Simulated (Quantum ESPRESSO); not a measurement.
A calculation with Quantum ESPRESSO 7.5 of CuO (ASE script, structure from a P1 CIF):

The input run.py:

```python
import numpy as np
from ase.calculators.espresso import Espresso, EspressoProfile
from ase.io import read

atoms = read('CuO.cif')

input_data = {
    'control': {'calculation': 'scf', 'prefix': 'pwscf', 'outdir': './tmp', 'tprnfor': True, 'tstress': True, 'disk_io': 'nowf'},
    'system': {'ecutwfc': 55.0, 'ecutrho': 440.0, 'nbnd': 15, 'occupations': 'smearing', 'smearing': 'fd', 'degauss': 0.00367493},
    'electrons': {'conv_thr': 4e-10, 'electron_maxstep': 120, 'mixing_beta': 0.5},
}
pseudopotentials = {'Cu': 'Cu.paw.z_11.ld1.psl.v1.0.0-low.upf', 'O': 'O.pbe-n-kjpaw_psl.0.1.UPF'}
profile = EspressoProfile(command='pw.x', pseudo_dir='pseudo')
dft = Espresso(profile=profile, input_data=input_data, pseudopotentials=pseudopotentials, kpts=(11, 11, 10), koffset=(0, 0, 0))
atoms.calc = dft

print(f'energy {atoms.get_potential_energy():.8f} eV')
print('forces (eV/A)')
print(np.round(atoms.get_forces(), 6))
print('stress (eV/A^3, Voigt)')
print(np.round(atoms.get_stress(), 8))
print(f'Fermi level {dft.get_fermi_level():.4f} eV')
```

The input CuO.cif:

```cif
data_CuO
_cell_length_a 2.83632511
_cell_length_b 2.83632511
_cell_length_c 2.76811278
_cell_angle_alpha 90.00000000
_cell_angle_beta 90.00000000
_cell_angle_gamma 119.99999990
_space_group_name_H-M_alt 'P1'
_space_group_name_Hall 'P 1'
_space_group_IT_number 1
loop_
_space_group_symop_operation_xyz
'x,y,z'
loop_
_atom_site_label
_atom_site_type_symbol
_atom_site_symmetry_multiplicity
_atom_site_Wyckoff_symbol
_atom_site_fract_x
_atom_site_fract_y
_atom_site_fract_z
_atom_site_occupancy
Cu1 Cu 1 a 0.0000000000 0.0000000000 0.0000000000 1
O1 O 1 a 0.6666666667 0.3333333333 0.5000000000 1
```

Potentials or basis: SSSP 1.3 efficiency PBE.

Run with:

```console
$ OMP_NUM_THREADS=1 python run.py
```

Measurements of this composition are mostly on another form, of space group No. 15.

Write the same calculation in another form: native input, structure typed inline.

As run:

The input pw.in:

```
&CONTROL
  calculation = 'scf'
  prefix = 'pwscf'
  outdir = './tmp'
  pseudo_dir = './pseudo'
  tprnfor = .true.
  tstress = .true.
  disk_io = 'nowf'
/
&SYSTEM
  ibrav = 0
  nat = 2
  ntyp = 2
  ecutwfc = 55
  ecutrho = 440
  nbnd = 15
  occupations = 'smearing'
  smearing = 'fd'
  degauss = 0.00367493
/
&ELECTRONS
  conv_thr = 4d-10
  electron_maxstep = 120
  mixing_beta = 0.5
/
ATOMIC_SPECIES
Cu    63.5460 Cu.paw.z_11.ld1.psl.v1.0.0-low.upf
O     15.9990 O.pbe-n-kjpaw_psl.0.1.UPF
CELL_PARAMETERS angstrom
   2.8363251100    0.0000000000    0.0000000000
  -1.4181625500    2.4563296000    0.0000000000
   0.0000000000    0.0000000000    2.7681127800
ATOMIC_POSITIONS crystal
Cu     0.0000000000    0.0000000000    0.0000000000
O      0.6666666667    0.3333333333    0.5000000000
K_POINTS automatic
11 11 10 0 0 0
```

Potentials or basis: SSSP 1.3 efficiency PBE.

Launch:

```sh
$ OMP_NUM_THREADS=1 pw.x -in pw.in > pw.out
```

Both were run:

|  | ASE script, structure from a P1 CIF | native input, structure typed inline |
| --- | --- | --- |
| Pressure | -1.0 GPa | -1.0 GPa |
| Band gap on the k mesh | none (metal or under the smearing width) | none (metal or under the smearing width) |

Keys that steer only the numerical path or the files written may differ.

Caveat: an odd number of electrons without spin polarisation forces a metal; a magnetic or distorted state may lie lower; the run has no spin polarisation, though such a crystal can be magnetic; semilocal functionals often make such compounds metallic where correlation or magnetic order opens a gap, which also shifts bond lengths.
